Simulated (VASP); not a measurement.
# AlN (P6_3mc) in VASP: a series of runs, part 3 of 3

VASP 6.6.1.

**6. Dielectric tensor, PBE**

Contents of INCAR:

```
  PREC = Accurate
  ENCUT = 280
  EDIFF = 1E-8
  ISMEAR = 0
  SIGMA = 0.01
  LREAL = False
  LASPH = True
  NELM = 100
  ALGO = Normal
  ISIF = 2
  LWAVE = False
  LCHARG = False
  GGA = PE
  LEPSILON = True
```

Contents of KPOINTS:

```
Automatic mesh
0
Gamma
  9 9 5
```

Contents of POSCAR:

```
AlN
1.0
    3.1130000000      0.0000000000      0.0000000000
   -1.5565000000      2.6959370820      0.0000000000
    0.0000000000      0.0000000000      4.9810000000
Al N
2 2
Direct
    0.6666666667      0.3333333333      0.5000000000
    0.3333333333      0.6666666667      0.0000000000
    0.6666666667      0.3333333333      0.8800000000
    0.3333333333      0.6666666667      0.3800000000
```

Potentials or basis: VASP PAW PBE potentials, release 64 (Al, N).

Command:

```console
> cat potpaw_PBE.64/Al/POTCAR potpaw_PBE.64/N/POTCAR > POTCAR
> mpirun -np 1 vasp_std > vasp.out
```

OUTCAR:

```text
PREC = Accurate
   ENCUT = 280
   EDIFF = 1E-8
   ISMEAR = 0
   LREAL = False
   LASPH = True
   NELM = 100
   ISIF = 2
   GGA = PE
   LEPSILON = True

 Found     36 irreducible k-points:

 Following reciprocal coordinates:
            Coordinates               Weight
  0.000000  0.000000  0.000000      1.000000
  0.111111  0.000000  0.000000      6.000000
  0.222222  0.000000  0.000000      6.000000
  0.333333  0.000000  0.000000      6.000000
  0.444444  0.000000  0.000000      6.000000
  0.111111  0.111111  0.000000      6.000000
   k-points           NKPTS =     36   k-points in BZ     NKDIM =     36   number of bands    NBANDS=     12
   number of dos      NEDOS =    301   number of ions     NIONS =      4
   total plane-waves  NPLWV =   9072
   dimension x,y,z NGX =    18 NGY =   18 NGZ =   28
   dimension x,y,z NGXF=    36 NGYF=   36 NGZF=   56
   ions per type =               2   2
   NGX,Y,Z   is equivalent  to a cutoff of   9.61,  9.61,  9.35 a.u.
   NGXF,Y,Z  is equivalent  to a cutoff of  19.23, 19.23, 18.69 a.u.
 SYSTEM =  unknown system
   PREC   = accura    normal or accurate (medium, high low for compatibility)
   ISTART =      0    job   : 0-new  1-cont  2-samecut
   ICHARG =      2    charge: 1-file 2-atom 10-const
   ISPIN  =      1    spin polarized calculation?
   LNONCOLLINEAR =      F non collinear calculations
   LSORBIT =      F    spin-orbit coupling
   LASPH  =      T    aspherical Exc in radial PAW
   ENCUT  =  280.0 eV  20.58 Ry    4.54 a.u.   4.25  4.25  6.80*2*pi/ulx,y,z
   NELM   =    100;   NELMIN=  2; NELMDL= -5     # of ELM steps
   EDIFF  = 0.1E-07   stopping-criterion for ELM
   LREAL  =      F    real-space projection
   EDIFFG = 0.1E-06   stopping-criterion for IOM
   NSW    =      0    number of steps for IOM
   IBRION =     -1    ionic relax: 0-MD 1-quasi-New 2-CG
   NFREE  =      0    steps in history (QN), initial steepest desc. (CG)
   ISIF   =      2    stress and relaxation
   ISYM   =      2    0-nonsym 1-usesym 2-fastsym
   POTIM  = 0.5000    time-step for ionic-motion
   TEBEG  =    0.0;   TEEND  =   0.0 temperature during run
   PSTRESS=    0.0 pullay stress
   NELECT =      16.0000    total number of electrons
   NUPDOWN=      -1.0000    fix difference up-down
   EMIN   =  10.00;   EMAX   =-10.00  energy-range for DOS
   EFERMI =   0.00;   METHOD = LEGACY
   ISMEAR =     0;   SIGMA  =   0.01  broadening in eV -4-tet -1-fermi 0-gaus
   EFERMI_NEDOS =   21; number of points for ismear=-14 and -15
   IALGO  =     38    algorithm
   IMIX   =      4    mixing-type and parameters
     AMIX     =   0.40;   BMIX     =  1.00
     AMIX_MAG =   1.60;   BMIX_MAG =  1.00
  volume/ion in A,a.u.               =      10.45        70.52
  Fermi-wavevector in a.u.,A,eV,Ry     =   1.188629  2.246183 19.222843  1.412839
  Thomas-Fermi vector in A             =   2.324754
   LORBIT       =      0    0 simple, 1 ext, 2 COOP (PROOUT), +10 PAW based schemes
   GGA     = PE    functional components
   LHFCALC =     F    Hartree Fock is set to
   AEXX    =    0.0000 exact exchange contribution
   IVDW    =     0    specifies the selected vdW correction
   LEPSILON=     T    determine dielectric tensor
   LRPA    =     F    only Hartree local field effects (RPA)
 non-spin polarized calculation
 Gauss-broadening in eV      SIGMA  =   0.01
[... 112 lines left out ...]
  -------------------------------------------------------------------------------------
  Total       -6.2877389     -6.2877389     -5.9330881      0.0000000      0.0000000      0.0000000
  in kB     -240.9903568   -240.9903568   -227.3976480      0.0000000      0.0000000      0.0000000
  external PRESSURE =    -236.4594538 kB  Pullay stress =       0.0000000 kB

 VOLUME and BASIS-vectors are now :
 -----------------------------------------------------------------------------
  energy-cutoff  :      280.00
  volume of cell :       41.80
      direct lattice vectors                 reciprocal lattice vectors
     3.113000000  0.000000000  0.000000000     0.321233537  0.185464269  0.000000000
    -1.556500000  2.695937082  0.000000000     0.000000000  0.370928538  0.000000000
     0.000000000  0.000000000  4.981000000     0.000000000  0.000000000  0.200762899

 POSITION                                       TOTAL-FORCE (eV/Angst)
 -----------------------------------------------------------------------------------
      1.55650      0.89865      2.49050        -0.000000      0.000000     -0.128797
     -0.00000      1.79729      0.00000         0.000000     -0.000000     -0.128797
      1.55650      0.89865      4.38328         0.000000      0.000000      0.128797
     -0.00000      1.79729      1.89278        -0.000000     -0.000000      0.128797
 -----------------------------------------------------------------------------------
    total drift:                                0.000000      0.000001      0.000004

  FREE ENERGIE OF THE ION-ELECTRON SYSTEM (eV)
  ---------------------------------------------------
  free  energy   TOTEN  =       -29.6345367810 eV

  energy  without entropy=      -29.6345367810  energy(sigma->0) =      -29.63453678

 HEAD OF MICROSCOPIC STATIC DIELECTRIC TENSOR (INDEPENDENT PARTICLE, excluding Hartree and local field effects)
 ------------------------------------------------------
           4.631054     0.000000     0.000000
           0.000000     4.631054     0.000000
           0.000000    -0.000000     4.840669
 ------------------------------------------------------

 Free energy of the ion-electron system (eV)
  ---------------------------------------------------
  ---------------------------------------------------
  free energy    TOTEN  =        -0.44452087 eV

  energy without entropy =       -0.44452087

------------------------ aborting loop because EDIFF is reached ----------------------------------------

--------------------------------------- Ionic step        2  -------------------------------------------

------------------------ aborting loop because EDIFF is reached ----------------------------------------

--------------------------------------- Ionic step        3  -------------------------------------------

 Free energy of the ion-electron system (eV)
  ---------------------------------------------------
  ---------------------------------------------------
  free energy    TOTEN  =        -0.47145114 eV

  energy without entropy =       -0.47145114

------------------------ aborting loop because EDIFF is reached ----------------------------------------

 PIEZOELECTRIC TENSOR FIELD DIRECTION 3  (e Angst)
 -----------------------------------------------------------------------------
     0.68981  0.00000  0.00000           (  0.00596  0.00000  0.00000)
     0.00000  0.68981 -0.00000           (  0.00000  0.00596 -0.00000)
     0.00000 -0.00000 -1.04430           (  0.00000 -0.00000 -0.00582)

 PIEZOELECTRIC TENSOR FIELD DIRECTION 3  (C/m^2)
 -----------------------------------------------------------------------------
     0.26438  0.00000  0.00000
     0.00000  0.26438 -0.00000
     0.00000 -0.00000 -0.40025

 MACROSCOPIC STATIC DIELECTRIC TENSOR (including local field effects in DFT)
 ------------------------------------------------------
           4.489574    -0.000000     0.000000
          -0.000000     4.489574     0.000000
           0.000000     0.000000     4.717225
 ------------------------------------------------------

 PIEZOELECTRIC TENSOR (including local field effects)  for field in x, y, z        (e  Angst)
          XX          YY          ZZ          XY          YZ          ZX
  --------------------------------------------------------------------------------
  x     0.00000     0.00000     0.00000     0.00000     0.00000     0.88498
  y    -0.00000     0.00000     0.00000     0.00000     0.88498     0.00000
  z     0.68981     0.68981    -1.04430     0.00000     0.00000     0.00000

 PIEZOELECTRIC TENSOR (including local field effects)  for field in x, y, z        (C/m^2)
          XX          YY          ZZ          XY          YZ          ZX
  --------------------------------------------------------------------------------
  x     0.00000     0.00000     0.00000     0.00000     0.00000     0.33919
  y    -0.00000     0.00000     0.00000     0.00000     0.33919     0.00000
  z     0.26438     0.26438    -0.40025     0.00000     0.00000     0.00000

 BORN EFFECTIVE CHARGES (including local field effects) (in |e|, cummulative output)
 ---------------------------------------------------------------------------------
 ion    1
    1     2.47137     0.00000     0.00000
    2    -0.00000     2.47137     0.00000
    3     0.00000     0.00000     2.62858
 ion    2
    1     2.47137    -0.00000     0.00000
    2    -0.00000     2.47137     0.00000
    3     0.00000    -0.00000     2.62858
 ion    3
    1    -2.47137     0.00000     0.00000
    2    -0.00000    -2.47137     0.00000
    3     0.00000    -0.00000    -2.62858
 ion    4
    1    -2.47137     0.00000     0.00000
    2    -0.00000    -2.47137     0.00000
    3     0.00000     0.00000    -2.62858
```

OSZICAR:

```text
N       E                     dE             d eps       ncg     rms          rms(c)
DAV:   1     0.243529023688E+02    0.24353E+02   -0.53733E+03   896   0.719E+02
DAV:   2    -0.313502489137E+02   -0.55703E+02   -0.51208E+02  1208   0.167E+02
[... 12 lines left out ...]
RMM:   5    -0.470317059508E+00   -0.40926E-02   -0.19493E-04  1435   0.114E-01    0.229E-02
RMM:   6    -0.471143161517E+00   -0.82610E-03   -0.22549E-05  1492   0.374E-02    0.732E-03
RMM:   7    -0.471408332270E+00   -0.26517E-03   -0.19608E-06  1498   0.120E-02    0.149E-03
RMM:   8    -0.471451276491E+00   -0.42944E-04   -0.13517E-07  1534   0.273E-03    0.257E-04
RMM:   9    -0.471452852461E+00   -0.15760E-05   -0.81994E-09  1571   0.588E-04    0.605E-05
RMM:  10    -0.471451084354E+00    0.17681E-05    0.65750E-09  1288   0.157E-04    0.145E-05
RMM:  11    -0.471451141949E+00   -0.57595E-07    0.00000E+00   699   0.386E-05    0.408E-06
```

stdout:

```text
POSCAR found type information on POSCAR AlN
 POSCAR found :  2 types and       4 ions
 scaLAPACK will be used
 LDA part: xc-table for (Slater+PW92), standard interpolation
 POSCAR, INCAR and KPOINTS ok, starting setup
 FFT: planning ... GRIDC
 FFT: planning ... GRID_SOFT
 FFT: planning ... GRID
 WAVECAR not read
 entering main loop
 Linear response reoptimize wavefunctions to high precision
 Linear response G [H, r] |phi>, progress :
  Direction:   1
 Linear response G [H, r] |phi>, progress :
  Direction:   2
 Linear response G [H, r] |phi>, progress :
  Direction:   3
 Linear response to external field (no local field effect), progress :
  Direction:   1
 dielectric tensor                  component  1 :     4.063    -1.024    -0.318
 Linear response to external field (no local field effect), progress :
  Direction:   2
 dielectric tensor                  component  2 :    -1.024     5.199    -0.242
 Linear response to external field (no local field effect), progress :
  Direction:   3
 dielectric tensor                  component  3 :    -0.318    -0.242     4.841
 Linear response to external field, progress :
  Direction:   1
 dielectric tensor                  component  1 :     4.490    -0.163     0.000
 Linear response to external field, progress :
  Direction:   2
 dielectric tensor                  component  2 :    -0.469     4.490    -0.000
 Linear response to external field, progress :
  Direction:   3
 dielectric tensor                  component  3 :    -0.320    -0.244     4.717
 Born effective charges drift removed
```

Run time: 84 s. Hardware: 1 thread of Intel Xeon Platinum 8488C (Sapphire Rapids), shared host; peak memory 0.16 GiB.

The run converged, but a check on its numbers failed (symmetry, net force, bounds or a known fault of this set-up), so they aren't taken as properties of the crystal.

Caveat: the cutoff lies under the usual one of these potentials, so the numbers hold a large basis-set error.

**7. The reference run**

An earlier run on the cell as given: functional PBE; potentials or basis VASP PAW PBE potentials, release 64 (Al, N); cutoff 520 eV; k mesh 10 × 10 × 6; occupations fermi-dirac, width 0.05 eV; no spin polarisation.

- Pressure: 3.5 GPa
- Largest force: 0.129 eV/Å
- Band gap on the k mesh: 4.22 eV, direct
